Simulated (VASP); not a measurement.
**KBr in VASP 6.6.1, single-point calculation**

INCAR

```
NELM = 56
EDIFF = 1E-7
ENCUT = 520
LASPH = .TRUE.
LREAL = .FALSE.
PREC = Accurate
NSW = 0
NBANDS = 15
LCHARG = .FALSE.
IBRION = -1
SIGMA = 0.005
ISMEAR = 0
GGA = 91
LWAVE = .FALSE.
ISIF = 2
```

KPOINTS

```
KPOINTS created by Atomic Simulation Environment
0
Gamma
6 6 6
0 0 0
```

POSCAR

```
K  Br
 1.0000000000000000
     0.0000000000000000    3.5083102766000001    3.6882992816000000
     3.5083102766000001    0.0000000000000000    3.6882992816000000
     3.5083102766000001    3.5083102766000001    0.0000000000000000
 K   Br
   1   1
Cartesian
  0.0000000000000000  0.0000000000000000  0.0000000000000000
  1.7541551383000000  1.7541551383000000  1.8441496408000000
```

The recommended PBE PAW datasets give the neutral cell 16 valence electrons.

Command

```
mpirun -np 1 vasp_std
```

Problem. How does this run end, and what does it give?

Solution. It converged. Results: gap between bands v and c on the k mesh 4.50 eV; least direct gap on the k mesh 4.55 eV; pressure 1.6 GPa. Band v is the last that the valence electrons fill when counted band by band, and c is the next.

OSZICAR

```
N       E                     dE             d eps       ncg     rms          rms(c)
DAV:   1     0.101000224195E+03    0.10100E+03   -0.64188E+03   900   0.896E+02
DAV:   2     0.105060749686E+01   -0.99950E+02   -0.92020E+02  1182   0.215E+02
DAV:   3    -0.604684889579E+01   -0.70975E+01   -0.70558E+01  1229   0.518E+01
DAV:   4    -0.633181844884E+01   -0.28497E+00   -0.28485E+00  1501   0.894E+00
DAV:   5    -0.633351736695E+01   -0.16989E-02   -0.16989E-02  1229   0.799E-01    0.387E+00
DAV:   6    -0.604919659454E+01    0.28432E+00   -0.37381E-01  1173   0.269E+00    0.272E+00
DAV:   7    -0.602291417768E+01    0.26282E-01   -0.19951E-01  1243   0.217E+00    0.120E+00
DAV:   8    -0.604452534146E+01   -0.21611E-01   -0.25414E-02  1115   0.106E+00    0.228E-01
DAV:   9    -0.604627923303E+01   -0.17539E-02   -0.93159E-04  1166   0.187E-01    0.141E-01
DAV:  10    -0.604896651502E+01   -0.26873E-02   -0.27313E-03   900   0.280E-01    0.466E-02
DAV:  11    -0.604900413447E+01   -0.37619E-04   -0.13082E-04  1166   0.788E-02    0.111E-02
DAV:  12    -0.604902560307E+01   -0.21469E-04   -0.22743E-05   921   0.360E-02    0.772E-03
DAV:  13    -0.604902681450E+01   -0.12114E-05   -0.37504E-06  1166   0.130E-02    0.228E-03
DAV:  14    -0.604902690687E+01   -0.92378E-07   -0.32533E-07  1075   0.384E-03
   1 F= -.60490269E+01 E0= -.60490269E+01  d E =-.129463E-48
```

Standard output (part)

```
POSCAR found type information on POSCAR K Br
 POSCAR found :  2 types and       2 ions
 LDA part: xc-table for (Slater(with rela. corr.)+CA(PZ))
 , standard interpolation
 POSCAR, INCAR and KPOINTS ok, starting setup
 WAVECAR not read
 entering main loop
```

For comparison, a separate PBE run of the intended cell, on usual settings and not on those above, gives a gap of 4.42 eV on its mesh and a pressure of 1.6 GPa.
